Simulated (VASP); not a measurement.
A run of VASP 6.6.1:

Contents of INCAR:

```
ALGO = Normal ; EDIFF = 1E-6
ENCUT = 520 ; GGA = PS
ISIF = 2 ; ISMEAR = 0
LASPH = True ; LCHARG = False
LREAL = False ; LWAVE = False
NBANDS = 16 ; NELM = 100
PREC = Accurate ; SIGMA = 0.1
```

Contents of KPOINTS:

```
k-points
0
Gamma
  6 6 6
```

POSCAR

```
CdTe
1.0
    0.0000000000      3.2050000000      3.2050000000
    3.2050000000      0.0000000000      3.2050000000
    3.2050000000      3.2050000000      0.0000000000
Cd Te
1 1
Direct
    0.0000000000      0.0000000000      0.0000000000
    0.7500000000      0.7500000000      0.7500000000
```

Potentials or basis: VASP PAW PBE potentials, release 64 (Cd, Te).

Launch:

```console
$ cat potpaw_PBE.64/Cd/POTCAR potpaw_PBE.64/Te/POTCAR > POTCAR
$ mpirun -np 1 vasp_std > vasp.out
```

Hardware: 1 thread of Intel(R) Xeon(R) Platinum 8488C (Sapphire Rapids), with other jobs on the host.

Problem. How long does it take, and how much memory?

Solution. Run time: 12 s on 1 thread of Intel(R) Xeon(R) Platinum 8488C (Sapphire Rapids), with other jobs on the host, peak memory 0.21 GiB. Counts: scf iterations 13, k points 16.
